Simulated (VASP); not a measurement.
# BN (R3m) in VASP: a series of runs

One crystal, BN, is run at these levels: LAK, PBE; tasks: band structure.

Program: VASP 6.6.1. These are calculated values, not measurements. Logs are shortened: lines on timing, memory, paths and dates and some standing lists are left out, and cuts for length are marked.

## 1. The structure

The structure is trigonal, space group R3m (No. 160). The conventional cell has a = 2.502 Å, b = 2.502 Å, c = 10.119 Å, α = 90.00°, β = 90.00°, γ = 120.00°. N (site symmetry 3m) has 3 B at 1.44 Å as nearest neighbours. B (site symmetry 3m) has 3 N at 1.44 Å as nearest neighbours.

The cell is a database's computed one.

## 2. Band structure, LAK

The input, INCAR:

```
  ALGO = Normal
  EDIFF = 1E-6
  ENCUT = 520
  ISIF = 2
  ISMEAR = -1
  LASPH = True
  LCHARG = False
  LMIXTAU = True
  LREAL = False
  LWAVE = False
  METAGGA = LAK
  NELM = 60
  PREC = Accurate
  SIGMA = 0.05
```

The input, KPOINTS:

```
k-points
0
Gamma
  12 12 12
```

The input, POSCAR:

```
BN
1.0
    1.2511217832      0.7223354983      3.3729344033
   -1.2511217832      0.7223354983      3.3729344033
    0.0000000000     -1.4446709966      3.3729344033
N B
1 1
Direct
    0.6672382000      0.6672382000      0.6672382000
    0.0003288000      0.0003288000      0.0003288000
```

The input, KPOINTS_OPT:

```
path GLB1,BZGX,QFP1Z,LP
15
line-mode
reciprocal
 0.0000000000  0.0000000000  0.0000000000  G
 0.5000000000  0.0000000000  0.0000000000  L

 0.5000000000  0.0000000000  0.0000000000  L
 0.5000000000  0.1972419765 -0.1972419765  B1

 0.8027580235  0.5000000000  0.1972419765  B
 0.5000000000  0.5000000000  0.5000000000  Z

 0.5000000000  0.5000000000  0.5000000000  Z
 0.0000000000  0.0000000000  0.0000000000  G

 0.0000000000  0.0000000000  0.0000000000  G
 0.3486209883  0.0000000000 -0.3486209883  X

 0.6513790117  0.3486209883  0.0000000000  Q
 0.5000000000  0.5000000000  0.0000000000  F

 0.5000000000  0.5000000000  0.0000000000  F
 0.6513790117  0.6513790117  0.1972419765  P1

 0.6513790117  0.6513790117  0.1972419765  P1
 0.5000000000  0.5000000000  0.5000000000  Z

 0.5000000000  0.0000000000  0.0000000000  L
 0.8027580235  0.3486209883  0.3486209883  P
```

Potentials or basis: VASP PAW PBE potentials, release 64 (N, B).

Launch:

```
cat potpaw_PBE.64/N/POTCAR potpaw_PBE.64/B/POTCAR > POTCAR
mpirun -np 1 vasp_std > vasp.out
```

OUTCAR:

```text
EDIFF = 1E-6
   ENCUT = 520
   ISIF = 2
   ISMEAR = -1
   LASPH = True
   LREAL = False
   METAGGA = LAK
   NELM = 60
   PREC = Accurate

 ion  position               nearest neighbor table
   1  0.667  0.667  0.667-   2 1.44   2 1.44   2 1.44
   2  0.000  0.000  0.000-   1 1.44   1 1.44   1 1.44

  LATTYP: Found a trigonal (rhomboedric) cell.
 ALAT       =     3.6692997666
 COS(alpha) =     0.7674786797

  Lattice vectors:

 A1 = (   1.2511217832,   0.7223354983,   3.3729344033)
 A2 = (  -1.2511217832,   0.7223354983,   3.3729344033)
 A3 = (   0.0000000000,  -1.4446709966,   3.3729344033)

Analysis of symmetry for initial positions (statically):
=====================================================================
 Subroutine PRICEL returns:
 Original cell was already a primitive cell.

 Routine SETGRP: Setting up the symmetry group for a
 trigonal (rhombohedral) supercell.

 Subroutine GETGRP returns: Found  6 space group operations
 (whereof  6 operations were pure point group operations)
 out of a pool of 12 trial point group operations.

The static configuration has the point symmetry C_3v.

Analysis of symmetry for dynamics (positions and initial velocities):
=====================================================================
 Subroutine PRICEL returns:
 Original cell was already a primitive cell.

 Routine SETGRP: Setting up the symmetry group for a
 trigonal (rhombohedral) supercell.

 Subroutine GETGRP returns: Found  6 space group operations
 (whereof  6 operations were pure point group operations)
 out of a pool of 12 trial point group operations.

The dynamic configuration has the point symmetry C_3v.

 Subroutine INISYM returns: Found  6 space group operations
 (whereof  6 operations are pure point group operations),
 and found     1 'primitive' translations

----------------------------------------------------------------------------------------

                                     Primitive cell

  volume of cell :      18.2893

  direct lattice vectors                    reciprocal lattice vectors
     1.251121783  0.722335498  3.372934403     0.399641351  0.230733042  0.098825916
    -1.251121783  0.722335498  3.372934403    -0.399641351  0.230733042  0.098825916
     0.000000000 -1.444670997  3.372934403     0.000000000 -0.461466083  0.098825916

  length of vectors
     3.669299767  3.669299767  3.669299767     0.471929558  0.471929558  0.471929558

  position of ions in fractional coordinates (direct lattice)
     0.667238200  0.667238200  0.667238200
     0.000328800  0.000328800  0.000328800

  ion indices of the primitive-cell ions
   primitive index   ion index
                 1           1
                 2           2

----------------------------------------------------------------------------------------

 KPOINTS: k-points

Automatic generation of k-mesh.
 Grid dimensions read from file:
 generate k-points for:   12   12   12

 Generating k-lattice:

  Cartesian coordinates                     Fractional coordinates (reciprocal lattice)
     0.033303446  0.019227753  0.008235493     0.083333333  0.000000000  0.000000000
    -0.033303446  0.019227753  0.008235493     0.000000000  0.083333333  0.000000000
     0.000000000 -0.038455507  0.008235493     0.000000000  0.000000000  0.083333333

  Length of vectors
     0.039327463  0.039327463  0.039327463

  Shift w.r.t. Gamma in fractional coordinates (k-lattice)
     0.000000000  0.000000000  0.000000000

 Subroutine IBZKPT returns following result:
 ===========================================

 Found    189 irreducible k-points:

 Following reciprocal coordinates:
            Coordinates               Weight
  0.000000  0.000000  0.000000      1.000000
  0.083333 -0.000000 -0.000000      6.000000
  0.166667 -0.000000  0.000000      6.000000
  0.250000 -0.000000 -0.000000      6.000000
  0.333333 -0.000000  0.000000      6.000000
  0.416667 -0.000000 -0.000000      6.000000
[... 16 lines left out ...]
  0.500000  0.166667 -0.000000     12.000000
 -0.416667  0.166667  0.000000     12.000000
 [... further k-points ...]
   k-points           NKPTS =    189   k-points in BZ     NKDIM =    189   number of bands    NBANDS=      8
   number of dos      NEDOS =    301   number of ions     NIONS =      2
   total plane-waves  NPLWV =  21952
   dimension x,y,z NGX =    28 NGY =   28 NGZ =   28
   dimension x,y,z NGXF=    56 NGYF=   56 NGZF=   56
   ions per type =               1   1
   NGX,Y,Z   is equivalent  to a cutoff of  12.69, 12.69, 12.69 a.u.
   NGXF,Y,Z  is equivalent  to a cutoff of  25.37, 25.37, 25.37 a.u.
 SYSTEM =  unknown system
   PREC   = accura    normal or accurate (medium, high low for compatibility)
   ISTART =      0    job   : 0-new  1-cont  2-samecut
   ICHARG =      2    charge: 1-file 2-atom 10-const
   ISPIN  =      1    spin polarized calculation?
   LNONCOLLINEAR =      F non collinear calculations
   LSORBIT =      F    spin-orbit coupling
   LASPH  =      T    aspherical Exc in radial PAW
   ENCUT  =  520.0 eV  38.22 Ry    6.18 a.u.   6.82  6.82  6.82*2*pi/ulx,y,z
   NELM   =     60;   NELMIN=  2; NELMDL= -5     # of ELM steps
   EDIFF  = 0.1E-05   stopping-criterion for ELM
   LREAL  =      F    real-space projection
   EDIFFG = 0.1E-04   stopping-criterion for IOM
   NSW    =      0    number of steps for IOM
   IBRION =     -1    ionic relax: 0-MD 1-quasi-New 2-CG
   NFREE  =      0    steps in history (QN), initial steepest desc. (CG)
   ISIF   =      2    stress and relaxation
   ISYM   =      2    0-nonsym 1-usesym 2-fastsym
   POTIM  = 0.5000    time-step for ionic-motion
   TEBEG  =    0.0;   TEEND  =   0.0 temperature during run
   PSTRESS=    0.0 pullay stress
   NELECT =       8.0000    total number of electrons
   NUPDOWN=      -1.0000    fix difference up-down
   EMIN   =  10.00;   EMAX   =-10.00  energy-range for DOS
   EFERMI =   0.00;   METHOD = LEGACY
   ISMEAR =    -1;   SIGMA  =   0.05  broadening in eV -4-tet -1-fermi 0-gaus
   EFERMI_NEDOS =   21; number of points for ismear=-14 and -15
   IALGO  =     38    algorithm
   IMIX   =      4    mixing-type and parameters
     AMIX     =   0.40;   BMIX     =  1.00
     AMIX_MAG =   1.60;   BMIX_MAG =  1.00
  volume/ion in A,a.u.               =       9.14        61.71
  Fermi-wavevector in a.u.,A,eV,Ry     =   1.242717  2.348395 21.012099  1.544346
  Thomas-Fermi vector in A             =   2.377059
   LORBIT       =      0    0 simple, 1 ext, 2 COOP (PROOUT), +10 PAW based schemes
   METAGGA = LAK    functional components
   LHFCALC =     F    Hartree Fock is set to
   AEXX    =    0.0000 exact exchange contribution
   IVDW    =     0    specifies the selected vdW correction
   LEPSILON=     F    determine dielectric tensor
   LRPA    =     F    only Hartree local field effects (RPA)
 non-spin polarized calculation
  energy-cutoff  :      520.00
  volume of cell :       18.29
 maximum number of plane-waves:       517
   NGX = 13   NGY = 13   NGZ = 13

 number of electron       8.0000000 magnetization

 Free energy of the ion-electron system (eV)
  ---------------------------------------------------
  ext. energy  EPLUGINS =         0.00000000
  ---------------------------------------------------
  free energy    TOTEN  =       -18.16460299 eV

  energy without entropy =      -18.16460299  energy(sigma->0) =      -18.16460299

 E-fermi :   3.0192     XC(G=0): -10.6154

 val. band max:        1.9277940515   @ k =  -0.3333   0.3333   0.0000
 cond. band min:       6.8859504632   @ k =   0.5000   0.5000  -0.0000
 fundamental gap:      4.9581564117
 Fermi energy:         3.0191662445

 k-point     1 :       0.0000    0.0000    0.0000
  band No.  band energies     occupation
      1     -17.2035      2.00000
      2      -2.3481      2.00000
      3       0.6069      2.00000
      4       0.6069      2.00000
      5       7.4585      0.00000
      6      14.6390      0.00000
      7      14.6390      0.00000
      8      16.6652      0.00000

 k-point     2 :       0.0833   -0.0000   -0.0000
  band No.  band energies     occupation
      1     -17.0601      2.00000
      2      -2.1918      2.00000
      3      -0.0020      2.00000
      4       0.3362      2.00000
      5       7.7514      0.00000
      6      14.6011      0.00000
      7      15.2755      0.00000
      8      16.1182      0.00000

 k-point     3 :       0.1667   -0.0000    0.0000
  band No.  band energies     occupation
      1     -16.6391      2.00000
      2      -1.7459      2.00000
      3      -1.5078      2.00000
      4      -0.3247      2.00000
      5       8.5264      0.00000
      6      14.4650      0.00000
      7      14.7083      0.00000
      8      17.0115      0.00000

 k-point     4 :       0.2500   -0.0000   -0.0000
  band No.  band energies     occupation
      1     -15.9725      2.00000
      2      -3.4402      2.00000
      3      -1.0930      2.00000
      4      -0.9848      2.00000
      5       9.6041      0.00000
      6      12.7858      0.00000
      7      14.3963      0.00000
      8      19.4864      0.00000

 k-point     5 :       0.3333   -0.0000    0.0000
  band No.  band energies     occupation
      1     -15.1394      2.00000
      2      -5.3292      2.00000
      3      -1.7538      2.00000
      4      -0.0436      2.00000
      5      10.0584      0.00000
      6      11.6618      0.00000
      7      14.4251      0.00000
      8      20.4702      0.00000

 k-point     6 :       0.4167   -0.0000   -0.0000
  band No.  band energies     occupation
      1     -14.3339      2.00000
      2      -6.8244      2.00000
      3      -2.1877      2.00000
      4       0.8915      2.00000
      5       8.7006      0.00000
      6      12.4843      0.00000
      7      14.9505      0.00000
      8      18.9254      0.00000

 k-point     7 :       0.5000   -0.0000   -0.0000
  band No.  band energies     occupation
      1     -13.9620      2.00000
      2      -7.4346      2.00000
      3      -2.3379      2.00000
      4       1.3363      2.00000
      5       8.0224      0.00000
      6      12.8216      0.00000
      7      15.7974      0.00000
      8      17.7081      0.00000
[... 133 lines left out ...]
 k-point    20 :       0.2500    0.1667    0.0000
  band No.  band energies     occupation
      1     -16.2061      2.00000
      2      -2.5789      2.00000
      3      -1.5405      2.00000
      4      -1.0520      2.00000
      5       9.7033      0.00000
      6      13.4521      0.00000
      7      14.8654      0.00000
      8      17.7004      0.00000

 k-point    21 :       0.3333    0.1667    0.0000
  band No.  band energies     occupation
      1     -15.5618      2.00000
      2      -3.8799      2.00000
      3      -2.1173      2.00000
      4      -0.8664      2.00000
      5      10.4197      0.00000
      6      12.5819      0.00000
      7      15.6860      0.00000
      8      18.0532      0.00000

 k-point    22 :       0.4167    0.1667   -0.0000
  band No.  band energies     occupation
      1     -14.7716      2.00000
      2      -5.3220      2.00000
      3      -3.0233      2.00000
      4       0.0459      2.00000
      5       9.7158      0.00000
      6      13.2312      0.00000
      7      16.1912      0.00000
      8      18.6039      0.00000

 k-point    23 :       0.5000    0.1667   -0.0000
  band No.  band energies     occupation
      1     -14.0304      2.00000
      2      -6.5621      2.00000
      3      -3.5738      2.00000
      4       1.0166      2.00000
      5       8.5304      0.00000
      6      14.2941      0.00000
      7      16.3045      0.00000
      8      18.0603      0.00000

 k-point    24 :      -0.4167    0.1667    0.0000
  band No.  band energies     occupation
      1     -13.7099      2.00000
      2      -7.0709      2.00000
      3      -3.7573      2.00000
      4       1.6168      2.00000
      5       7.9305      0.00000
      6      14.3679      0.00000
      7      16.4441      0.00000
      8      17.2046      0.00000

 [... further k-points ...]

------------------------ aborting loop because EDIFF is reached ----------------------------------------

  FORCE on cell =-STRESS in cart. coord.  units (eV):
  Direction    XX          YY          ZZ          XY          YZ          ZX
  --------------------------------------------------------------------------------------
  -------------------------------------------------------------------------------------
  Total        0.3553072      0.3553072      0.0332591      0.0000000      0.0000000      0.0000000
  in kB       31.1255387     31.1255387      2.9135593      0.0000000      0.0000000      0.0000000
  external PRESSURE =      21.7215456 kB  Pullay stress =       0.0000000 kB

 VOLUME and BASIS-vectors are now :
 -----------------------------------------------------------------------------
  energy-cutoff  :      520.00
  volume of cell :       18.29
      direct lattice vectors                 reciprocal lattice vectors
     1.251121783  0.722335498  3.372934403     0.399641351  0.230733042  0.098825916
    -1.251121783  0.722335498  3.372934403    -0.399641351  0.230733042  0.098825916
     0.000000000 -1.444670997  3.372934403     0.000000000 -0.461466083  0.098825916

 POSITION                                       TOTAL-FORCE (eV/Angst)
 -----------------------------------------------------------------------------------
      0.00000      0.00000      6.75165         0.000000      0.000000     -0.007029
      0.00000      0.00000      0.00333         0.000000      0.000000      0.007029
 -----------------------------------------------------------------------------------
    total drift:                               -0.000000      0.000000     -0.000037

  FREE ENERGIE OF THE ION-ELECTRON SYSTEM (eV)
  ---------------------------------------------------
  free  energy   TOTEN  =       -18.1646029932 eV

  energy  without entropy=      -18.1646029932  energy(sigma->0) =      -18.16460299
```

It took 2.1 min on 1 thread of Intel Xeon 6975P-C (Granite Rapids), shared host; peak memory 0.18 GiB.

Results:

| Property | Result |
| --- | --- |
| Free energy | -18.1646 eV |
| Pressure | 2.2 GPa |
| Largest force | 0.007 eV/Å |
| Band gap on the k mesh | 4.96 eV, indirect (least direct gap 5.51 eV) |
| Band gap along the path | 4.91 eV, indirect (least direct gap 5.51 eV) |

Forces on the atoms (eV/Å):
```
N    0.000  0.000 -0.007
B    0.000  0.000  0.007
```

Stress tensor (GPa, compression positive):
```
3.11 0.00 0.00
0.00 3.11 0.00
0.00 0.00 0.29
```

Levels at the corners of the path, in eV from the valence-band top:
```csv
point,band 1,band 2,band 3,band 4,band 5,band 6,band 7,band 8
Γ,-19.18,-4.32,-1.37,-1.37,5.48,12.66,12.66,14.69
L,-15.94,-9.41,-4.31,-0.64,6.04,10.84,13.82,15.73
L,-15.94,-9.41,-4.31,-0.64,6.04,10.84,13.82,15.73
B1,-15.40,-8.30,-7.32,-0.41,5.56,13.17,15.16,17.29
B,-15.40,-8.30,-7.32,-0.41,5.56,13.17,15.16,17.29
Z,-18.94,-6.32,-1.39,-1.39,10.84,12.58,12.58,13.35
Z,-18.94,-6.32,-1.39,-1.39,10.84,12.58,12.58,13.35
Γ,-19.18,-4.32,-1.37,-1.37,5.48,12.66,12.66,14.69
Γ,-19.18,-4.32,-1.37,-1.37,5.48,12.66,12.66,14.69
X,-15.34,-8.24,-7.54,-0.15,5.40,13.12,14.83,17.72
Q,-15.34,-8.24,-7.54,-0.15,5.40,13.12,14.83,17.72
F,-15.87,-9.29,-4.37,-1.23,4.91,10.86,15.12,18.59
F,-15.87,-9.29,-4.37,-1.23,4.91,10.86,15.12,18.59
P1,-15.98,-9.14,-4.31,-1.54,5.68,10.92,15.14,17.66
P1,-15.98,-9.14,-4.31,-1.54,5.68,10.92,15.14,17.66
Z,-18.94,-6.32,-1.39,-1.39,10.84,12.58,12.58,13.35
L,-15.94,-9.41,-4.31,-0.64,6.04,10.84,13.82,15.73
P,-15.98,-9.14,-4.31,-1.54,5.68,10.92,15.14,17.66
```

Caveat: the PAW data sets were made with another functional, which shifts forces and pressure a little.

## 3. Band structure, PBE

POSCAR is that of step 2.

The input, INCAR.step1:

```
SYSTEM = BN
  PREC = Accurate
  ENCUT = 500
  EDIFF = 1E-7
  ISMEAR = -1
  SIGMA = 0.05
  LREAL = .False.
  LASPH = .True.
  NELM = 100
  ALGO = Fast
  ISIF = 2
  LWAVE = .False.
  LCHARG = .True.
  GGA = PE
  NBANDS = 11
```

The input, KPOINTS.step1:

```
regular mesh
0
Gamma
  12 12 12
  0 0 0
```

The input, INCAR.step2:

```
SYSTEM = BN
  PREC = Accurate
  ENCUT = 500
  EDIFF = 1E-7
  ISMEAR = 0
  SIGMA = 0.05
  LREAL = .False.
  LASPH = .True.
  NELM = 100
  ALGO = Fast
  ISIF = 2
  LWAVE = .False.
  LCHARG = .False.
  GGA = PE
  NBANDS = 11
  ICHARG = 11
```

The input, KPOINTS.step2:

```
path GLB1,BZGX,QFP1Z,LP
15
line-mode
reciprocal
 0.0000000000  0.0000000000  0.0000000000  G
 0.5000000000  0.0000000000  0.0000000000  L

 0.5000000000  0.0000000000  0.0000000000  L
 0.5000000000  0.1972419765 -0.1972419765  B1

 0.8027580235  0.5000000000  0.1972419765  B
 0.5000000000  0.5000000000  0.5000000000  Z

 0.5000000000  0.5000000000  0.5000000000  Z
 0.0000000000  0.0000000000  0.0000000000  G

 0.0000000000  0.0000000000  0.0000000000  G
 0.3486209883  0.0000000000 -0.3486209883  X

 0.6513790117  0.3486209883  0.0000000000  Q
 0.5000000000  0.5000000000  0.0000000000  F

 0.5000000000  0.5000000000  0.0000000000  F
 0.6513790117  0.6513790117  0.1972419765  P1

 0.6513790117  0.6513790117  0.1972419765  P1
 0.5000000000  0.5000000000  0.5000000000  Z

 0.5000000000  0.0000000000  0.0000000000  L
 0.8027580235  0.3486209883  0.3486209883  P
```

Potentials or basis: VASP PAW PBE potentials, release 64 (N, B).

Launch:

```
cat potpaw_PBE.64/N/POTCAR potpaw_PBE.64/B/POTCAR > POTCAR
cp INCAR.step1 INCAR
cp KPOINTS.step1 KPOINTS
mpirun -np 1 vasp_std > vasp.out
cp INCAR.step2 INCAR
cp KPOINTS.step2 KPOINTS
mpirun -np 1 vasp_std > vasp.out
```

Wall time 74 s (1 thread of Intel Xeon Platinum 8259CL at 2.50GHz (Skylake/Cascade Lake), shared host); peak memory 0.17 GiB.

Results (log left out):

```
Band gap on the k mesh  : 4.28 eV, indirect (least direct gap 4.70 eV)
Band gap along the path : 4.24 eV, indirect (least direct gap 4.70 eV)
```

Levels at the corners of the path, in eV from the valence-band top:
```
point  band 1  band 2  band 3  band 4  band 5  band 6  band 7  band 8
    Γ  -17.82   -4.23   -1.33   -1.33    5.12   11.64   11.64   13.10
    L  -14.63   -8.97   -4.12   -0.65    5.24    9.88   13.04   14.97
    L  -14.63   -8.97   -4.12   -0.65    5.24    9.88   13.04   14.97
   B1  -14.09   -7.98   -6.92   -0.41    4.77   12.39   14.08   15.97
    B  -14.09   -7.98   -6.92   -0.41    4.77   12.39   14.08   15.97
    Z  -17.56   -6.18   -1.35   -1.35   10.07   11.57   11.57   12.20
    Z  -17.56   -6.18   -1.35   -1.35   10.07   11.57   11.57   12.20
    Γ  -17.82   -4.23   -1.33   -1.33    5.12   11.64   11.64   13.10
    Γ  -17.82   -4.23   -1.33   -1.33    5.12   11.64   11.64   13.10
    X  -14.03   -7.96   -7.10   -0.15    4.61   12.32   13.85   16.40
    Q  -14.03   -7.96   -7.10   -0.15    4.61   12.32   13.85   16.40
    F  -14.57   -8.85   -4.17   -1.22    4.24    9.87   14.21   17.51
    F  -14.57   -8.85   -4.17   -1.22    4.24    9.87   14.21   17.51
   P1  -14.68   -8.70   -4.11   -1.53    4.96    9.93   14.29   16.56
   P1  -14.68   -8.70   -4.11   -1.53    4.96    9.93   14.29   16.56
    Z  -17.56   -6.18   -1.35   -1.35   10.07   11.57   11.57   12.20
    L  -14.63   -8.97   -4.12   -0.65    5.24    9.88   13.04   14.97
    P  -14.68   -8.70   -4.11   -1.53    4.96    9.93   14.29   16.56
```

Caveat: the log is that of the step along the path at fixed density, whose energy, stress, charges and moments have no meaning.
